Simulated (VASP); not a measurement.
# PbSe in VASP 6.6.1, single-point calculation

INCAR

```
LREAL = .FALSE.
ENCUT = 520
LCHARG = .FALSE.
SIGMA = 0.005
LWAVE = .FALSE.
PREC = Accurate
IBRION = -1
NBANDS = 17
ISMEAR = -1
GGA = PE
NELM = 120
LASPH = .TRUE.
NSW = 0
ISIF = 2
EDIFF = 1E-7
NELECT = 20.02
```

KPOINTS

```
KPOINTS created by Atomic Simulation Environment
0
Gamma
8 8 8
0 0 0
```

POSCAR

```
Pb Se
 1.0000000000000000
     0.0000000000000000    3.0732587094000001    3.0732587094000001
     3.0732587094000001    0.0000000000000000    3.0732587094000001
     3.0732587094000001    3.0732587094000001    0.0000000000000000
 Pb  Se
   1   1
Cartesian
  0.0000000000000000  0.0000000000000000  0.0000000000000000
  3.0732587094000001  3.0732587094000001  3.0732587094000001
```

The recommended PBE PAW datasets give the neutral cell 20 valence electrons.

Command

```
mpirun -np 1 vasp_std
```

Q: How does this run end, and what does it give?

A: It converged. Results: pressure 2.3 GPa.

OSZICAR

```
N       E                     dE             d eps       ncg     rms          rms(c)
DAV:   1     0.157921495207E+03    0.15792E+03   -0.95450E+03   986   0.121E+03
DAV:   2     0.333445119514E+01   -0.15459E+03   -0.14896E+03  1053   0.312E+02
DAV:   3    -0.809023725832E+01   -0.11425E+02   -0.11347E+02  1216   0.892E+01
DAV:   4    -0.836933522625E+01   -0.27910E+00   -0.27885E+00  1242   0.152E+01
DAV:   5    -0.837845641323E+01   -0.91212E-02   -0.91208E-02  1363   0.274E+00    0.279E+00
DAV:   6    -0.808195760967E+01    0.29650E+00   -0.74037E-01  1509   0.577E+00    0.157E+00
DAV:   7    -0.807738484355E+01    0.45728E-02   -0.11889E-01  1174   0.165E+00    0.858E-01
DAV:   8    -0.808065467994E+01   -0.32698E-02   -0.12512E-02  1210   0.121E+00    0.156E-01
DAV:   9    -0.808026215869E+01    0.39252E-03   -0.25510E-03  1508   0.486E-01    0.511E-02
DAV:  10    -0.808032769709E+01   -0.65538E-04   -0.20757E-04  1109   0.827E-02    0.193E-02
DAV:  11    -0.808033346261E+01   -0.57655E-05   -0.60374E-05  1303   0.770E-02    0.766E-03
DAV:  12    -0.808033359688E+01   -0.13426E-06   -0.35090E-06  1259   0.138E-02    0.238E-03
DAV:  13    -0.808033361570E+01   -0.18819E-07   -0.14082E-07  1043   0.379E-03
   1 F= -.80803336E+01 E0= -.80802894E+01  d E =-.883994E-04
```

The cell is charged and sits in a uniform background.

For comparison, a separate PBE run of the intended cell, on usual settings and not on those above, gives a gap of 0.33 eV on its mesh and a pressure of 1.7 GPa.
